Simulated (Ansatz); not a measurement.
# Zn: the order of phases at one pressure, part 1 of 2

Aim: bring Zn in several structures (fcc, bcc, hcp, diamond, sc, simple hexagonal) to one pressure and rank them by enthalpy. The pressure is set by scaling the first phase. Methods of the runs shown: LAPW. Companion runs by PAW are cited.

Computed with Ansatz 0.2.0 (DFT, LDA, all-electron LAPW, scalar-relativistic, unless a step's input says otherwise).

### Step 1. The system as given

It takes space group Fm-3m (No. 225, cubic). The conventional cell has a = 3.807 Å, b = 3.807 Å, c = 3.807 Å, α = 90.00°, β = 90.00°, γ = 90.00°. Zn (site symmetry m-3m) is surrounded by 12 Zn at 2.69 Å.

Structure file:

```
Zn
1.0
     0.00000    1.90364    1.90364
     1.90364    0.00000    1.90364
     1.90364    1.90364    0.00000
Zn
1
Direct
  0.00000 0.00000 0.00000
```

### Step 2. Fcc relaxed under pressure, LAPW

File input.yaml:

```yaml
crystal:
  lattice:
    - [0.0, 1.9036393406, 1.9036393406]
    - [1.9036393406, 0.0, 1.9036393406]
    - [1.9036393406, 1.9036393406, 0.0]
  atoms:
    - { symbol: Zn, position: [0.0, 0.0, 0.0] }
kpoints:
  mp_grid: { grid: [17, 17, 17] }
scf:
  occupations: { method: fermi_dirac, width: 0.1 }
hamiltonian:
  xc: lda
  pseudopotentials: { kind: all_electron, lapw: { basis_error: 0.0005 } }
output:
  forces: true
  stress: true
  eigenvalues: true
relax:
  f_tol: 0.005
  max_steps: 12
  cell: { p_target: -1.7, stress_tol: 0.03 }
```

Command:

```console
> ansatz run input.yaml --threads 1 --pin off --max-ram 3584MiB --backend cpu --events-out ev --progress --plain --runs-dir out
```

The program printed (excerpt; [...] marks lines left out):

```text
[...]
LAPW: plane waves up to 8.884 Å⁻¹, error target 5.0e-4 eV per atom; small_component_spin mean_spin; Zn in spheres of 1.306 Å, 20 of its electrons in bands, Dirac shells []
[...]
Pseudopotentials: kind: all_electron
Pseudopotential: Zn, LAPW, valence charge 20, Koelling and Harmon's equation, gaussian nucleus
Functional definition: SPW92
[...]
Crystal: 1 atoms, lattice volume = 13.797 Å³
Basis set: ecut = 300.6748727945104 eV, 169 PW (Γ), exchange–correlation at level 2
Bands: 14, of which v1, the nominal top of the filled ones, is band 10 counted from 1 (9 counted from 0)
Symmetry: 48 space group operations
Space group: Fm-3m (ITA 225), of the structure as read, at distance tolerance 2.4e-5 Å
k-points: 165 of 4913
[...]
SCF iter   1: F=—  HF=-48800.493014 eV  |F-HF|=—  |Δ(HF+E_count)|=         —  Δρ=1.99e-2  dr2=2.89e-2  ethr=1.44e-4  ⟨swp⟩=3.1  Hψ=16062  notcnv=0
[...]
relax step   1: F+E_penalty+E_count = -48800.33694484 eV  Δ(F+E_penalty+E_count) = +0.000e0 eV  max|allowed force component| = 0.000e0 eV/Å  Δτ_max = 0.0000 Å  P = -1.699 GPa  Ω = 13.797 Å³  (7 SCF iters, accepted)
[...]
relax step   2: F+E_penalty+E_count = -48800.33694484 eV  Δ(F+E_penalty+E_count) = -6.548e-11 eV  max|allowed force component| = 0.000e0 eV/Å  Δτ_max = 0.0000 Å  P = -1.700 GPa  Ω = 13.797 Å³  stress off target by 4.32e-4 GPa  SCF on the basis re-selected at this cell (its energy is not [...]
SCF converged after 2 iterations
Free energy (F): -48800.336945 eV
[...]
E sigma→0 (E₀):  -48800.331960 eV
Entropy (-TS):   -0.009970 eV (-9.970 meV/atom)
Fermi energy:    15.264819 eV
[...]
--- Forces (eV/Å), atoms counted from 1 ---
  atom   1  Zn     0.00000000    -0.00000000     0.00000000
[...]
--- Stress (GPa, compression-positive) ---
       -1.699568       0.000000      -0.000000
        0.000000      -1.699568       0.000000
       -0.000000       0.000000      -1.699568
  P = ⅓ Tr σ = -1.6996 GPa (-16.996 kbar)
--- Band table (eV; the first three rows and the last of 165) ---
  k-point 0: bands = ["-110.5758", "-65.1784", "-65.1784", "-65.1784", "4.1068", "7.3476", "7.3476", "7.3476", "7.8076", "7.8076", "34.6143", "34.6289", "34.6289", "34.6289"]
[...]
--- Relaxed structure (1 steps of the walk, 1 accepted, 1 SCFs on fresh bases) ---
  F+E_penalty+E_count = -48800.33694484 eV   max|allowed force component| = 0.000e0 eV/Å   (the final SCF, on the basis selected at the relaxed cell)
  cell:  # Å, volume = 13.7970 Å³
    - [0.0, 1.9036393406, 1.9036393406]
    - [1.9036393406, 0.0, 1.9036393406]
    - [1.9036393406, 1.9036393406, 0.0]
  atoms:
    - { symbol: Zn, position: [0.0, 0.0, 0.0] }
```

It took 15 s on 1 thread of Intel Xeon Platinum 8375C at 2.90GHz (Ice Lake), shared host; peak memory 0.39 GiB.

The steps of the relaxation:

```
step  energy from step 1 (eV/cell)  largest force component (eV/Å)  pressure (GPa)  volume (Å³)
   1                        0.0000                          0.0000           -1.70        13.80
   2                        0.0000                          0.0000           -1.70        13.80
```

Step 1 is the start. Step 2 repeats the geometry before on a plane-wave basis chosen anew for that cell, so the energy can jump there without any move; the table keeps such jumps.

| input's cell | before | after | change |
| --- | --- | --- | --- |
| a (Å) | 2.692 | 2.692 | +0.0 % |
| b (Å) | 2.692 | 2.692 | +0.0 % |
| c (Å) | 2.692 | 2.692 | +0.0 % |
| volume (Å³/atom) | 13.80 | 13.80 | +0.0 % |

Read from it: pressure -1.70 GPa; no gap.

### Step 3. Bcc relaxed under pressure, LAPW

input.yaml, as its differences from that of step 2:

```diff
@@ -2,5 +2,5 @@
   lattice:
-    - [0.0, 1.9036393406, 1.9036393406]
-    - [1.9036393406, 0.0, 1.9036393406]
-    - [1.9036393406, 1.9036393406, 0.0]
+    - [-1.5164078567, 1.5164078567, 1.5164078567]
+    - [1.5164078567, -1.5164078567, 1.5164078567]
+    - [1.5164078567, 1.5164078567, -1.5164078567]
   atoms:
@@ -8,3 +8,3 @@
 kpoints:
-  mp_grid: { grid: [17, 17, 17] }
+  mp_grid: { grid: [18, 18, 18] }
 scf:
```

Command:

```console
> ansatz run input.yaml --threads 1 --pin off --max-ram 3584MiB --backend cpu --events-out ev --progress --plain --runs-dir out
```

The program printed (excerpt; [...] marks lines left out):

```text
[...]
LAPW: plane waves up to 9.147 Å⁻¹, error target 5.0e-4 eV per atom; small_component_spin mean_spin; Zn in spheres of 1.274 Å, 20 of its electrons in bands, Dirac shells []
[...]
[... 3 set-up lines as earlier in the session ...]
[...]
Crystal: 1 atoms, lattice volume = 13.948 Å³
Basis set: ecut = 318.7956289580274 eV, 177 PW (Γ), exchange–correlation at level 2
Bands: 14, of which v1, the nominal top of the filled ones, is band 10 counted from 1 (9 counted from 0)
[... 1 set-up line as earlier in the session ...]
Space group: Im-3m (ITA 229), of the structure as read, at distance tolerance 2.4e-5 Å
k-points: 195 of 5832
[...]
SCF iter   1: F=—  HF=-48800.412423 eV  |F-HF|=—  |Δ(HF+E_count)|=         —  Δρ=2.23e-2  dr2=4.29e-2  ethr=2.14e-4  ⟨swp⟩=3.1  Hψ=18886  notcnv=0
[...]
Fermi energy:    15.246431 eV
[...]
--- Forces (eV/Å), atoms counted from 1 ---
  atom   1  Zn    -0.00000000    -0.00000000     0.00000000
[...]
--- Stress (GPa, compression-positive) ---
       -1.705965       0.000000       0.000000
        0.000000      -1.705965       0.000000
        0.000000       0.000000      -1.705965
  P = ⅓ Tr σ = -1.7060 GPa (-17.060 kbar)
--- Band table (eV; the first three rows and the last of 195) ---
  k-point 0: bands = ["-110.7582", "-65.3615", "-65.3615", "-65.3615", "3.9938", "7.1058", "7.1058", "7.1058", "7.7121", "7.7121", "35.6362", "35.6362", "35.6362", "36.5418"]
[...]
--- Relaxed structure (1 steps of the walk, 1 accepted, 1 SCFs on fresh bases) ---
  F+E_penalty+E_count = -48800.26186825 eV   max|allowed force component| = 0.000e0 eV/Å   (the final SCF, on the basis selected at the relaxed cell)
  cell:  # Å, volume = 13.9479 Å³
    - [-1.5164078567, 1.5164078567, 1.5164078567]
    - [1.5164078567, -1.5164078567, 1.5164078567]
    - [1.5164078567, 1.5164078567, -1.5164078567]
  atoms:
    - { symbol: Zn, position: [0.0, 0.0, 0.0] }
```

Wall time 17 s (1 thread of Intel Xeon Platinum 8375C at 2.90GHz (Ice Lake), shared host); peak memory 0.42 GiB.

The steps of the relaxation:

```
step  energy from step 1 (eV/cell)  largest force component (eV/Å)  pressure (GPa)  volume (Å³)
   1                        0.0000                          0.0000           -1.71        13.95
   2                        0.0000                          0.0000           -1.71        13.95
```

Step 1 is the start. Step 2 repeats the geometry before on a plane-wave basis chosen anew for that cell, so the energy can jump there without any move; the table keeps such jumps.

| input's cell | before | after | change |
| --- | --- | --- | --- |
| a (Å) | 2.626 | 2.626 | -0.0 % |
| b (Å) | 2.626 | 2.626 | -0.0 % |
| c (Å) | 2.626 | 2.626 | -0.0 % |
| volume (Å³/atom) | 13.95 | 13.95 | -0.0 % |

Result: pressure -1.71 GPa; no gap.

### Step 4. Hcp relaxed under pressure, LAPW

File input.yaml:

```yaml
crystal:
  lattice:
    - [2.5875262532, 0.0, 0.0]
    - [-1.2937631266, 2.2408634683, 0.0]
    - [0.0, 0.0, 4.7450190838]
  atoms:
    - { symbol: Zn, position: [0.3333333333, 0.6666666667, 0.25] }
    - { symbol: Zn, position: [0.6666666667, 0.3333333333, 0.75] }
kpoints:
  mp_grid: { grid: [16, 16, 9] }
scf:
  occupations: { method: fermi_dirac, width: 0.1 }
hamiltonian:
  xc: lda
  pseudopotentials: { kind: all_electron, lapw: { basis_error: 0.0005 } }
output:
  forces: true
  stress: true
  eigenvalues: true
relax:
  f_tol: 0.005
  max_steps: 12
  cell: { p_target: -1.7, stress_tol: 0.03 }
```

Command:

```console
> ansatz run input.yaml --threads 1 --pin off --max-ram 3584MiB --backend cpu --events-out ev --progress --plain --runs-dir out
```

The program printed (excerpt; [...] marks lines left out):

```text
[...]
LAPW: plane waves up to 9.310 Å⁻¹, error target 5.0e-4 eV per atom; small_component_spin mean_spin; Zn in spheres of 1.255 Å, 20 of its electrons in bands, Dirac shells []
[...]
[... 3 set-up lines as earlier in the session ...]
[...]
Crystal: 2 atoms, lattice volume = 27.513 Å³
Basis set: ecut = 330.26314524232293 eV, 375 PW (Γ), exchange–correlation at level 2
Bands: 24, of which v1, the nominal top of the filled ones, is band 20 counted from 1 (19 counted from 0)
Symmetry: 24 space group operations
Space group: P63/mmc (ITA 194), of the structure as read, at distance tolerance 3.0e-5 Å
k-points: 150 of 2304
[...]
SCF iter   1: F=—  HF=-97601.068167 eV  |F-HF|=—  |Δ(HF+E_count)|=         —  Δρ=2.46e-2  dr2=9.69e-2  ethr=2.41e-4  ⟨swp⟩=3.0  Hψ=23646  notcnv=0
[...]
  atom   1  Zn    -0.00000000     0.00000000     0.00000000
  atom   2  Zn    -0.00000000    -0.00000000    -0.00000000
[...]
--- Stress (GPa, compression-positive) ---
       -1.711345      -0.000000       0.000000
       -0.000000      -1.711345      -0.000000
        0.000000      -0.000000      -1.674477
  P = ⅓ Tr σ = -1.6991 GPa (-16.991 kbar)
--- Band table (eV; the first three rows and the last of 150) ---
[... band rows left out ...]
[...]
--- Relaxed structure (2 steps of the walk, 2 accepted, 1 SCFs on fresh bases) ---
  F+E_penalty+E_count = -97600.73749171 eV   max|allowed force component| = 6.708e-17 eV/Å   (the final SCF, on the basis selected at the relaxed cell)
  cell:  # Å, volume = 27.5172 Å³
    - [2.5874537945356386, 0.0, 0.0]
    - [-1.2937268972678193, 2.2408007171863047, 7.472161890514903e-21]
    - [0.0, 1.5822271758120562e-20, 4.746007045075138]
  atoms:
    - { symbol: Zn, position: [0.3333333333333333, 0.6666666666666666, 0.25] }
    - { symbol: Zn, position: [0.6666666666666666, 0.3333333333333333, 0.7500000000000002] }
```

Wall time 45 s (1 thread of Intel Xeon Platinum 8375C at 2.90GHz (Ice Lake), shared host); peak memory 0.6 GiB.

The steps of the relaxation:

```
step  energy from step 1 (eV/cell)  largest force component (eV/Å)  pressure (GPa)  volume (Å³)
   1                        0.0000                          0.0000           -1.69        27.51
   2                        0.0000                          0.0000           -1.70        27.52
   3                        0.0000                          0.0000           -1.70        27.52
```

Step 1 is the start. Step 3 repeats the geometry before on a plane-wave basis chosen anew for that cell, so the energy can jump there without any move; the table keeps such jumps.

| input's cell | before | after | change |
| --- | --- | --- | --- |
| a (Å) | 2.588 | 2.587 | -0.0 % |
| b (Å) | 2.588 | 2.587 | -0.0 % |
| c (Å) | 4.745 | 4.746 | +0.0 % |
| volume (Å³/atom) | 13.76 | 13.76 | +0.0 % |

Read from it: pressure -1.70 GPa; no gap.

(Continued in part 2 of 2.)
